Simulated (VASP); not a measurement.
KF (Carobbiite):

```
K F
1.0
     0.00000    2.65497    2.65497
     2.65497    0.00000    2.65497
     2.65497    2.65497    0.00000
K F
1 1
Cartesian
  2.6550 2.6550 0.0000
  2.6550 2.6550 2.6550
```

Base run:

* Program: VASP 6.6.1
* Functional: r2SCAN
* Potentials or basis: VASP PAW PBE potentials, release 64 (K_sv, F)
* Cutoff: 520 eV
* k mesh: 10 × 10 × 10
* Occupations: gaussian, width 0.03 eV
* Spin: no spin polarisation

Its results: band gap on the k mesh 6.93 eV, direct; pressure 0.1 GPa.

Question: The run is repeated on the same cell with these changes: functional from r2SCAN to PBE. What comes out?

Answer: Band gap on the k mesh 6.27 eV, direct; pressure 2.1 GPa.

r2SCAN gives the wider gap, since meta-GGAs in the generalised Kohn-Sham scheme recover part of the derivative discontinuity.

Caveats: the PAW data sets were made with another functional, which shifts forces and pressure a little (some runs).
